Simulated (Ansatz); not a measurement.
Runs of Ansatz 0.2.0 on SiO2. The structure is orthorhombic, space group Fddd (No. 70). Conventional cell: a = 4.719 Å, b = 9.433 Å, c = 14.726 Å, α = 90.00°, β = 90.00°, γ = 90.00°. Si (site symmetry 2) has 4 O at 1.60 to 1.62 Å as nearest neighbours. O (site symmetry 2) is surrounded by 2 Si at 1.62 Å. O (site symmetry -1) is surrounded by 2 Si at 1.60 Å. The cell comes from a database or a generator and needn't be the stable form of this composition.

```csv
task,level,cell,k mesh,cutoff (eV),smearing,points for each segment of the path,level,run kind,gap on the mesh (eV),pressure (GPa),relaxed volume (Å³/atom),largest force (eV/Å)
band structure,r2SCAN,as given,7 × 7 × 7,500,fermi-dirac 0.05 eV,10,-,-,6.39,0.1,-,0.07
band structure,PBEsol,as given,7 × 7 × 7,420,fermi-dirac 0.05 eV,10,-,-,(a),2.4,-,0.22
relaxation of cell and atoms,PBEsol,relaxed,7 × 7 × 7,420,fermi-dirac 0.05 eV,-,-,-,5.62,0.0,13.81,0.01
relaxation of cell and atoms,PBEsol+D4,relaxed,7 × 7 × 7,420,fermi-dirac 0.05 eV,-,-,-,5.66,0.0,(c),-
band structure,LDA,as given,6 × 6 × 6,420,fixed,-,lda,scf,5.53,-1.7,-,0.07
relaxation of cell and atoms,PBEsol+D3(BJ)+ATM,relaxed,7 × 7 × 7,420,fermi-dirac 0.05 eV,-,-,-,(d),0.0,13.68,-
relaxation of cell and atoms,LDA,relaxed,7 × 7 × 7,420,fermi-dirac 0.05 eV,-,-,-,5.60,0.0,13.50,-
relaxation of cell and atoms,r2SCAN,relaxed,7 × 7 × 7,500,fermi-dirac 0.05 eV,-,-,-,6.40,0.0,13.65,0.01
relaxation of cell and atoms,PBEsol+D3(BJ),relaxed,7 × 7 × 7,420,fermi-dirac 0.05 eV,-,-,-,5.68,0.0,13.66,-
band structure,PBE0,as given,4 × 4 × 4,420,fixed,-,pbe0,scf,8.35,-,-,0.06
relaxation of cell and atoms,r2SCAN+D3(BJ),relaxed,7 × 7 × 7,500,fermi-dirac 0.05 eV,-,-,-,(b),0.0,13.57,-
band structure,LDA,as given,7 × 7 × 7,420,fermi-dirac 0.05 eV,10,-,-,5.53,-1.7,-,0.07
```

Alike in all rows: potentials or basis Ansatz PAW; no spin polarisation.

Estimate the missing entries.

(a) 5.69; (b) 6.43; (c) 13.71; (d) 5.67.

Caveats: the PAW data sets come from PBE, with cores solved anew for the run's functional, which leaves a small shift of forces and pressure; odd divisions of the mesh miss points on the zone boundary, where band edges often lie, so the gap on the mesh can be too wide (some runs); the plane-wave basis is chosen anew once the cell has moved, so the energies of steps on either side of that aren't comparable (some runs).

A k mesh can miss the band edges.

Not every run made on this cell is shown here.
